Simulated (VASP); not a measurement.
Crystal: CaO.

```
Ca O
1.0
     0.00000    2.45350    2.45350
     2.45350    0.00000    2.45350
     2.45350    2.45350    0.00000
Ca O
1 1
Direct
  0.00000 0.00000 0.00000
  0.50000 0.50000 0.50000
```

| Item | Value |
| --- | --- |
| Program | VASP 6.6.1 |
| Task | relaxation of cell and atoms |
| Functional | PBE |
| Potentials or basis | VASP PAW PBE potentials, release 64 (Ca_sv, O) |
| Cutoff | 600 eV |
| k mesh | 8 × 8 × 8 |
| Occupations | gaussian, width 0.02 eV |
| Spin | no spin polarisation |

At the start: pressure -4.1 GPa; volume 14.77 Å³/atom.

**Question.** How do energy, volume and symmetry change on relaxing?

**Answer.** Over 3 steps the energy falls by 8.3 meV/atom and the volume is 14.15 Å³/atom (-4.2 %); space group Fm-3m (No. 225, to 0.05 Å).

The path:
```csv
step,energy change (eV),largest force (eV/Å),pressure (GPa),volume (Å³)
1,0.0000,0.0000,-4.12,29.54
2,-0.0151,0.0000,1.36,27.95
3,-0.0165,0.0000,0.01,28.30
```

Final structure:
```
CELL_PARAMETERS angstrom
0.00000 2.41866 2.41866
2.41866 0.00000 2.41866
2.41866 2.41866 0.00000
ATOMIC_POSITIONS crystal
Ca 0.00000 0.00000 0.00000
O 0.50000 0.50000 0.50000
```
